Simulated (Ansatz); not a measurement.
# fcc Cu(111) / fcc Pt(111) interface: transmission and 2AR

How much resistance does one fcc Cu(111) / fcc Pt(111) interface add to a current across the layers? Experiment: current-perpendicular-to-plane resistances of sputtered multilayers at 4.2 K give 2AR = 1.5 ± 0.1 fΩ m² (J. Bass, CPP magnetoresistance of magnetic multilayers: a critical review, arXiv:1511.07387 (2015), Table 10). Those interfaces are textured, rough and intermixed over some layers.

Method: Ansatz plane-wave DFT, PBE, PAW files; ballistic transport by layer matching (Landauer), zero bias, in the first sound run; inputs show where later runs differ, in Ansatz 0.2.0.

Report form: the programs' logs are mostly left out.

## (1) The structure

The cell holds 18 atoms: 9 Cu and 9 Pt. Cell: a = 2.665 Å, b = 2.665 Å, c = 39.357 Å, α = 90.0°, β = 90.0°, γ = 120.0°. It derives from Cu and Pt. Regions: Cu, 9 atoms (9 Cu); Pt, 9 atoms (9 Pt). The structure's axis is c.

## (2) Transmission: PBE

Both metals share one in-plane lattice, the mean of the two, each at its own atomic volume. The two leads are named in the middle of each metal, so that only one of the cell's two interfaces is crossed. The mesh across the current, 54×54, is finer than the density's, because channels open and close sharply across the zone. Energies from -0.27 to 0.27 eV in steps of 0.036 eV cover the slope of the Fermi function at 300 K, so the program can form a conductance.

input.yaml

```yaml
crystal:
  lattice:
    - [2.6646470521, 0.0, 0.0]
    - [-1.332323526, 2.3076520392, 0.0]
    - [0.0, 0.0, 39.3568880088]
  atoms:
    - { symbol: Cu, position: [0.0, 0.0, 0.025408513] }
    - { symbol: Cu, position: [0.3333333333, 0.6666666667, 0.0742085026] }
    - { symbol: Cu, position: [0.6666666667, 0.3333333333, 0.1230084922] }
    - { symbol: Cu, position: [0.0, 0.0, 0.1718084819] }
    - { symbol: Cu, position: [0.3333333333, 0.6666666667, 0.2206084715] }
    - { symbol: Cu, position: [0.6666666667, 0.3333333333, 0.2694084611] }
    - { symbol: Cu, position: [0.0, 0.0, 0.3182084507] }
    - { symbol: Cu, position: [0.3333333333, 0.6666666667, 0.3670084404] }
    - { symbol: Cu, position: [0.6666666667, 0.3333333333, 0.41580843] }
    - { symbol: Pt, position: [0.0, 0.0, 0.4713639855] }
    - { symbol: Pt, position: [0.3333333333, 0.6666666667, 0.533675107] }
    - { symbol: Pt, position: [0.6666666667, 0.3333333333, 0.5959862285] }
    - { symbol: Pt, position: [0.0, 0.0, 0.65829735] }
    - { symbol: Pt, position: [0.3333333333, 0.6666666667, 0.7206084715] }
    - { symbol: Pt, position: [0.6666666667, 0.3333333333, 0.782919593] }
    - { symbol: Pt, position: [0.0, 0.0, 0.8452307145] }
    - { symbol: Pt, position: [0.3333333333, 0.6666666667, 0.9075418359] }
    - { symbol: Pt, position: [0.6666666667, 0.3333333333, 0.9698529574] }
kpoints:
  mp_grid: { grid: [16, 16, 1] }
hamiltonian:
  xc: pbe
scf:
  occupations: { method: fermi_dirac, width: 0.1 }
output:
  transmission:
    leads: [[3, 4], [12, 13]]
    kmesh: [54, 54]
    e_range: [-0.27, 0.27]
    de: 0.036
  write_potential: true
  write_density: true
  volumetric_format: npy
  elf: true
```

On the command line:

```sh
> ansatz run input.yaml --threads 4 --pin off --max-ram 15360MiB --backend cpu --events-out ev --progress --plain --runs-dir out
```

The job ended after 3.3 min (4 threads of Arm Neoverse V1, shared host; peak memory 1.8 GiB).

This step gave:

```yaml
free_energy: -172333.0205 eV
energy_at_zero_smearing: -172332.7836 eV
fermi_energy: 20.47 eV
cell_area: 6.149 Å²
step_of_the_lead_s_potential: 1.5 meV
ballistic_conductance_of_the_lead: 1.12e15 S/m²
estimated_errors_of_the_lead_s_conductance: 0, 0.9, 0.3 % (band edges, k-mesh, distance from neutral)
lead_conductance_per_cell: 0.8851 G₀
step_of_the_upper_lead_s_potential: 2.2 meV
ballistic_conductance_of_the_upper_lead: 1.36e15 S/m²
conductance_of_the_junction: 8.01e14 S/m²
junction_conductance_per_cell: 0.6358 G₀
estimated_errors_of_the_junction_s_conductance: 0.3, 1.1, 1.2, 0.5, 1 % (energy step, band edges, k-mesh, leads' steps, distance from neutral)
area_resistance_that_the_stack_adds_contact_term_taken_off_spin_by_spin: 0.4320 fΩ m²
```

Per spin. Table of transmission, zone mean by energy, zero at the Fermi level:

| energy (eV) | transmission, zone mean |
| --- | --- |
| -0.270 | 0.708 |
| -0.234 | 0.707 |
| -0.198 | 0.699 |
| -0.162 | 0.692 |
| -0.126 | 0.679 |
| -0.090 | 0.664 |
| -0.054 | 0.647 |
| -0.018 | 0.639 |
| 0.018 | 0.634 |
| 0.054 | 0.625 |
| 0.090 | 0.614 |
| 0.126 | 0.603 |
| 0.162 | 0.595 |
| 0.198 | 0.585 |
| 0.234 | 0.578 |
| 0.270 | 0.567 |

Per spin. Open channels, zone mean against energy, zero at the Fermi level:

| energy (eV) | lead | upper lead |
| --- | --- | --- |
| -0.270 | 0.847 | 1.57 |
| -0.234 | 0.872 | 1.53 |
| -0.198 | 0.876 | 1.45 |
| -0.162 | 0.876 | 1.37 |
| -0.126 | 0.876 | 1.35 |
| -0.090 | 0.876 | 1.27 |
| -0.054 | 0.880 | 1.12 |
| -0.018 | 0.880 | 1.08 |
| 0.018 | 0.884 | 1.05 |
| 0.054 | 0.907 | 1.05 |
| 0.090 | 0.909 | 1.03 |
| 0.126 | 0.909 | 0.998 |
| 0.162 | 0.909 | 0.992 |
| 0.198 | 0.909 | 0.959 |
| 0.234 | 0.908 | 0.914 |
| 0.270 | 0.910 | 0.879 |

Transmission over k1 and k2. At -0.0180 eV from the Fermi level (the log's summary may quote the solved energy on the other side of it).

Ten even steps from '_' (0.000) to '@' (0.990), each cell a mean:
```
%%@@%%##****++****++++**####@@@@##==--::::::....::::::::--++
**%%@@@@##**++========++**%%@@@@%%++--____________________--
++%%%%@@@@##****==::--****##@@@@@@%%**--__________________::
++****++@@@@@@@@@@@@@@@@@@@@@@@@%%++**++==..______________::
==++++--@@@@@@@@@@@@@@@@@@@@@@@@@@%%++++++==::____________::
++**==::@@@@@@@@@@@@@@@@@@@@@@@@@@@@@@++--++++--__________::
++**==..++@@@@@@@@@@@@@@@@@@@@@@@@@@@@@@--::++++==..______::
++**++::##@@@@@@@@@@@@%%%%%%%%@@@@@@@@@@@@**====**++::____::
++##**==@@@@@@@@@@@@%%%%%%%%%%%%%%@@@@@@@@@@@@**++****==::--
**%%%%++@@@@@@@@@@@@%%%%%%######%%%%%%@@@@@@@@@@%%**%%##****
@@@@@@@@@@@@@@@@@@@@@@%%%%##**++##%%%%%%@@@@@@@@@@@@@@@@@@@@
%%%%%%@@@@@@@@@@@@@@@@%%%%%%##**####%%%%@@@@@@@@@@@@@@%%@@%%
++==++####++##@@@@@@@@@@%%%%%%####%%%%%%%%@@@@@@@@@@##++%%##
==::..--++**++++@@@@@@@@@@@@%%%%%%%%%%%%@@@@@@@@@@@@**==****
==..____::==++==::++@@@@@@@@@@@@%%%%%%@@@@@@@@@@@@@@::::++++
==..______..==++++::==@@@@@@@@@@@@@@@@@@@@@@@@@@@@@@--::++**
--..__________::++++==++@@@@@@@@@@@@@@@@@@@@@@@@@@@@##--++**
==..____________::==++++++%%@@@@@@@@@@@@@@@@@@@@@@@@##==**++
==..______________..==++####@@@@@@@@@@@@####@@@@@@@@@@####**
==..__________________--**%%@@@@%%++==--..::--==++**@@@@@@##
++--..________________..--**%%@@@@%%****++++**++****%%%%@@%%
%%**==------------------==**%%@@##****++++++++++++++****##@@
```
Columns: k1 (b1) from -0.5 to 0.481; rows upwards: k2 (b2) from -0.5 to 0.481.

Open channels over k1 and k2. At -0.0180 eV from the Fermi level (the log's summary may quote the solved energy on the other side of it).

Values, 12 rows by 16 columns, each cell a mean:
```
1.00 1.00 1.00 1.00 1.00 1.00 1.00 1.00 1.00 1.00 0.75 0.44 0.44 0.44 0.55 0.96
1.00 1.00 1.00 1.00 1.00 1.00 1.00 1.00 1.00 1.00 0.88 0.18 0.00 0.00 0.00 0.63
1.00 1.00 1.00 1.00 1.00 1.00 1.00 1.00 1.00 1.00 1.00 0.97 0.41 0.00 0.00 0.59
1.00 1.00 1.00 1.00 1.00 1.00 1.00 1.00 1.00 1.00 1.00 1.00 1.00 0.65 0.05 0.59
1.00 1.00 1.00 1.00 1.00 1.00 1.00 1.00 1.00 1.00 1.00 1.00 1.00 1.00 0.96 0.98
1.00 1.00 1.00 1.00 1.00 1.00 1.00 1.00 1.00 1.00 1.00 1.00 1.00 1.00 1.00 1.00
1.00 1.00 1.00 1.00 1.00 1.00 1.00 1.00 1.00 1.00 1.00 1.00 1.00 1.00 1.00 1.00
0.98 0.71 0.98 1.00 1.00 1.00 1.00 1.00 1.00 1.00 1.00 1.00 1.00 1.00 1.00 1.00
0.89 0.00 0.22 0.88 1.00 1.00 1.00 1.00 1.00 1.00 1.00 1.00 1.00 1.00 1.00 1.00
0.89 0.00 0.00 0.08 0.70 1.00 1.00 1.00 1.00 1.00 1.00 1.00 1.00 1.00 1.00 1.00
0.93 0.06 0.00 0.00 0.00 0.53 1.00 1.00 1.00 1.00 1.00 1.00 1.00 1.00 1.00 1.00
1.00 0.86 0.67 0.67 0.67 0.76 1.00 1.00 1.00 1.00 1.00 1.00 1.00 1.00 1.00 1.00
```
Columns: k1 (b1) from -0.5 to 0.481; rows upwards: k2 (b2) from -0.5 to 0.481.

Valence density in the ca plane at fractional y = 0.000, with atoms of Cu and Pt within 0.2 Å of it. It is the smooth field of the valence electrons, not physical close to the nuclei.

Ten steps, logarithmic in the rise over the least value, from '0' (0 e/Å³) to '9' (45 e/Å³), each cell a mean:
```
00000015884100000000001466641000000000000013
00000003542000000000001245420001110001111002
00111000110001100011100122210012221001221000
00121000000012210012100011100023321012332100
00121000000001210012100011100013321002332000
00010001331000100001000234310011210001221001
00000014773000000000001356531001100000110002
00000026995100000000001467641000000000000013
```
Columns run along c (16.0 Å, from fractional 0.24 to 0.65 of the cell), rows up along a (2.7 Å). Atoms in or near the plane, at fractional coordinates: Cu at (0.32, 0.00), Pt at (0.47, 0.00).

ELF in the ca plane at fractional y = 0.000, with atoms of Cu and Pt within 0.2 Å of it. It is the smooth field of the valence electrons, not physical close to the nuclei.

Ten even steps from '0' (0.13) to '9' (0.80), each cell a mean:
```
11112102761011111111122578751112210001221114
11000101210110001100012466631112221011221113
11000010000100001100001233321123321112332111
10000011111100001000001122211134432113443111
11000011001100001000001222211124432113443111
11000110110110001100012345421122221112222112
11111101441011111100122477741112210001221113
11112103992022111111222578751112210001221114
```
Columns run along c (16.0 Å, from fractional 0.24 to 0.65 of the cell), rows up along a (2.7 Å). Atoms in or near the plane, at fractional coordinates: Cu at (0.32, 0.00), Pt at (0.47, 0.00).

Electrostatic potential energy in the ca plane at fractional y = 0.000, with atoms of Cu and Pt within 0.2 Å of it. With pseudopotentials it is smooth inside the atoms' cores, unlike the true potential.

Ten even steps from '0' (-37 eV) to '9' (23 eV), each cell a mean:
```
99999972003899999999998300038999999999999995
99999986336999999999999620269998889999889997
99878998889998789987899876789986579997557999
99767899999986679876799998999974368996336999
99767999999987689976799987899975468997447999
99988997557998899998999742479987789998778998
99999983114899999999998400048999899999999996
99999972002899999999998200028999999999999984
```
Columns run along c (16.0 Å, from fractional 0.24 to 0.65 of the cell; values clipped at the 3rd and 97th percentile), rows up along a (2.7 Å). Atoms in or near the plane, at fractional coordinates: Cu at (0.32, 0.00), Pt at (0.47, 0.00).

The larger of the two leads' potential steps is 2.2 meV from period to period, small in itself. The program estimates the junction's conductance to 1.2 % from the k-mesh, 1 % from the leads' distance from neutral and 0.5 % from their steps.

## (3) Resistance: PBE

This step: Ansatz plane-wave DFT, PBE, PAW files; ballistic transport by layer matching (Landauer), zero bias; specific resistance of one interface, 1/T less the mean of the leads' 1/N (Ansatz 0.2.0).

Numbers from this step:

```
area resistance                                           : 0.4319 fΩ m²
T over the leads' mean channel count                      : 0.6479
twice the interface resistance (2AR, or 2AR* for magnets) : 0.8638 fΩ m²
```

Twice the interface resistance is 0.864 fΩ m² here, against 1.5 measured.

By hand, with T and the leads' channels N averaged over the energies near the Fermi level: RA = A (h/2e²)(1/T − ½[1/N₁ + 1/N₂]) = 6.149×10⁻²⁰ m² × 12 906 Ω × (1/0.6360 − ½[1/0.8877 + 1/1.076]) = 0.432 fΩ m².

## (4) Transmission: PBE, coarse mesh, least span asked of the mesh across the current 40 Å

The same cell on a mesh a third as fine shows what a quick run would give. To save time only the energies from -0.06 to 0.06 eV are solved. The mesh is 18×18 and the cutoff, the files' own for this level, 420 eV.

This step: Ansatz plane-wave DFT, PBE, PAW files; ballistic transport by layer matching (Landauer), zero bias (Ansatz 0.2.0).

Edit input.yaml of step 2 so:

```diff
@@ -33,5 +33,5 @@
     leads: [[3, 4], [12, 13]]
-    kmesh: [54, 54]
-    e_range: [-0.27, 0.27]
-    de: 0.036
+    kmesh: [18, 18]
+    e_range: [-0.06, 0.06]
+    de: 0.04
   write_potential: true
@@ -39,2 +39 @@
   volumetric_format: npy
-  elf: true
```

Elapsed: 40 s, on 4 threads; peak memory 1.8 GiB; 2.6 min of CPU time.

The run finished; it serves as a test, and its numbers are not taken as the result.

## (5) Resistance: PBE, coarse mesh

This step: Ansatz plane-wave DFT, PBE, PAW files; ballistic transport by layer matching (Landauer), zero bias; specific resistance of one interface, 1/T less the mean of the leads' 1/N (Ansatz 0.2.0).

This step gave:

```
area resistance                                           : 0.4938 fΩ m²
T over the leads' mean channel count                      : 0.6135
twice the interface resistance (2AR, or 2AR* for magnets) : 0.9877 fΩ m²
```

Twice the interface resistance is 0.988 fΩ m² here, against 0.864 in the first run; 61.4 % of the two leads' mean channel count pass, 64.8 % before.

## (6) Transmission: LDA

The functional changes to LDA at the same atoms, which shifts d bands against the Fermi level. To save time only the energies from -0.06 to 0.06 eV are solved. The mesh is 54×54 and the cutoff, the files' own for this level, 420 eV.

This step: Ansatz plane-wave DFT, LDA, PAW files; ballistic transport by layer matching (Landauer), zero bias (Ansatz 0.2.0).

Edit input.yaml of step 4 so:

```diff
@@ -27,3 +27,3 @@
 hamiltonian:
-  xc: pbe
+  xc: lda
 scf:
@@ -33,3 +33,3 @@
     leads: [[3, 4], [12, 13]]
-    kmesh: [18, 18]
+    kmesh: [54, 54]
     e_range: [-0.06, 0.06]
```

Run time: 69 s. Hardware: 4 threads; peak memory 1.8 GiB; 4.4 min of CPU time.

Numbers from this step:

- free energy: -169205.6286 eV
- energy at zero smearing: -169205.3887 eV
- Fermi energy: 20.06 eV
- step of the lead's potential: 1.7 meV
- step of the upper lead's potential: 2.3 meV

Per spin. The transmission, zone mean by energy, zero at the Fermi level:

| energy (eV) | transmission, zone mean |
| --- | --- |
| -0.0600 | 0.649 |
| -0.0200 | 0.639 |
| 0.0200 | 0.634 |
| 0.0600 | 0.621 |

Over the solved energies the transmission per spin lies between 0.621 and 0.649, out of 0.886 channels of the lead on average (up to 0.907).

## (7) Resistance: LDA

This step: Ansatz plane-wave DFT, LDA, PAW files; ballistic transport by layer matching (Landauer), zero bias; specific resistance of one interface, 1/T less the mean of the leads' 1/N (Ansatz 0.2.0).

This step gave:

```
area resistance                                           : 0.4398 fΩ m²
T over the leads' mean channel count                      : 0.6400
twice the interface resistance (2AR, or 2AR* for magnets) : 0.8795 fΩ m²
```

Twice the interface resistance is 0.880 fΩ m² here, against 0.864 in the first run; 64.0 % of the two leads' mean channel count pass, 64.8 % before.

## (8) Transmission: r2SCAN, cutoff 500 eV

The same with r2SCAN, the dearer rung. To save time only the energies from -0.06 to 0.06 eV are solved. The mesh is 54×54 and the cutoff, the files' own for this level, 500 eV.

This step: Ansatz plane-wave DFT, r2SCAN, PAW files; ballistic transport by layer matching (Landauer), zero bias (Ansatz 0.2.0).

Edit input.yaml of step 6 so:

```diff
@@ -27,3 +27,3 @@
 hamiltonian:
-  xc: lda
+  xc: r2scan
 scf:
```

Total energies of two functionals don't compare. The cutoff isn't typed and follows the default for these files.

Wall time 2.2 min (4 threads); peak memory 2.5 GiB; 8.3 min of CPU time.

This step gave:

* free energy: -172511.7915 eV
* energy at zero smearing: -172511.5712 eV
* Fermi energy: 20.23 eV
* step of the lead's potential: 1.3 meV
* step of the upper lead's potential: 2.1 meV

Per spin. Transmission, zone mean against energy, zero at the Fermi level:

| energy (eV) | transmission, zone mean |
| --- | --- |
| -0.0600 | 0.637 |
| -0.0200 | 0.623 |
| 0.0200 | 0.621 |
| 0.0600 | 0.615 |

Over the solved energies the transmission per spin lies between 0.615 and 0.637, out of 0.888 channels of the lead on average (up to 0.909).

## (9) Resistance: r2SCAN

This step: Ansatz plane-wave DFT, r2SCAN, PAW files; ballistic transport by layer matching (Landauer), zero bias; specific resistance of one interface, 1/T less the mean of the leads' 1/N (Ansatz 0.2.0).

Numbers from this step:

- area resistance: 0.4489 fΩ m²
- T over the leads' mean channel count: 0.6422
- twice the interface resistance (2AR, or 2AR* for magnets): 0.8979 fΩ m²

Twice the interface resistance is 0.898 fΩ m² here, against 0.864 in the first run; 64.2 % of the two leads' mean channel count pass, 64.8 % before.

## (10) Transmission: PBE on the lower metal's lattice, k-mesh 17×17×1, in plane spacing 2.5562 Å

The common lattice is now the lower metal's own, which puts all the misfit on the upper one. To save time only the energies from -0.06 to 0.06 eV are solved. The mesh is 56×56 and the cutoff, the files' own for this level, 420 eV.

This step: Ansatz plane-wave DFT, PBE, PAW files; ballistic transport by layer matching (Landauer), zero bias (Ansatz 0.2.0).

The cell differs from the one that the last finished run ended in (a 2.665 → 2.556 Å, b 2.665 → 2.556 Å, c 39.357 → 42.768 Å).

input.yaml

```yaml
crystal:
  lattice:
    - [2.5561627297, 0.0, 0.0]
    - [-1.2780813649, 2.2137018601, 0.0]
    - [0.0, 0.0, 42.7684133775]
  atoms:
    - { symbol: Cu, position: [0.0, 0.0, 0.0233817418] }
    - { symbol: Cu, position: [0.3333333333, 0.6666666667, 0.0721817315] }
    - { symbol: Cu, position: [0.6666666667, 0.3333333333, 0.1209817211] }
    - { symbol: Cu, position: [0.0, 0.0, 0.1697817107] }
    - { symbol: Cu, position: [0.3333333333, 0.6666666667, 0.2185817003] }
    - { symbol: Cu, position: [0.6666666667, 0.3333333333, 0.26738169] }
    - { symbol: Cu, position: [0.0, 0.0, 0.3161816796] }
    - { symbol: Cu, position: [0.3333333333, 0.6666666667, 0.3649816692] }
    - { symbol: Cu, position: [0.6666666667, 0.3333333333, 0.4137816588] }
    - { symbol: Pt, position: [0.0, 0.0, 0.4693372144] }
    - { symbol: Pt, position: [0.3333333333, 0.6666666667, 0.5316483359] }
    - { symbol: Pt, position: [0.6666666667, 0.3333333333, 0.5939594574] }
    - { symbol: Pt, position: [0.0, 0.0, 0.6562705788] }
    - { symbol: Pt, position: [0.3333333333, 0.6666666667, 0.7185817003] }
    - { symbol: Pt, position: [0.6666666667, 0.3333333333, 0.7808928218] }
    - { symbol: Pt, position: [0.0, 0.0, 0.8432039433] }
    - { symbol: Pt, position: [0.3333333333, 0.6666666667, 0.9055150648] }
    - { symbol: Pt, position: [0.6666666667, 0.3333333333, 0.9678261863] }
kpoints:
  mp_grid: { grid: [17, 17, 1] }
hamiltonian:
  xc: pbe
scf:
  occupations: { method: fermi_dirac, width: 0.1 }
output:
  transmission:
    leads: [[3, 4], [12, 13]]
    kmesh: [56, 56]
    e_range: [-0.06, 0.06]
    de: 0.04
  write_potential: true
  write_density: true
  volumetric_format: npy
```

Run time: 67 s. Hardware: 4 threads; peak memory 1.9 GiB.

Numbers from this step:

```
free energy                        : -172330.4423 eV
energy at zero smearing            : -172330.2191 eV
Fermi energy                       : 20.43 eV
cell area                          : 5.659 Å²
step of the lead's potential       : 7.9 meV
step of the upper lead's potential : 1.4 meV
```

Per spin. The transmission, zone mean by energy, zero at the Fermi level:

| energy (eV) | transmission, zone mean |
| --- | --- |
| -0.0600 | 0.567 |
| -0.0200 | 0.561 |
| 0.0200 | 0.561 |
| 0.0600 | 0.556 |

Over the solved energies the transmission per spin lies between 0.556 and 0.567, out of 0.803 channels of the lead on average (up to 0.805).

## (11) Resistance: PBE on the lower metal's lattice

This step: Ansatz plane-wave DFT, PBE, PAW files; ballistic transport by layer matching (Landauer), zero bias; specific resistance of one interface, 1/T less the mean of the leads' 1/N (Ansatz 0.2.0).

This step gave:

* area resistance: 0.4761 fΩ m²
* T over the leads' mean channel count: 0.6277
* twice the interface resistance (2AR, or 2AR* for magnets): 0.9521 fΩ m²

Twice the interface resistance is 0.952 fΩ m² here, against 0.864 in the first run; 62.8 % of the two leads' mean channel count pass, 64.8 % before.

[end of part 1 of 2]

[Logs are printed without paths, hosts, clocks, repeated set-up lines and the standing remarks that a program may print on its own settings, such as how far it seeks lower states.]

[Hosts, paths, dates, database ids (printed as entryN), source tags and the programs' standing remarks are cut or masked in the printed files.]
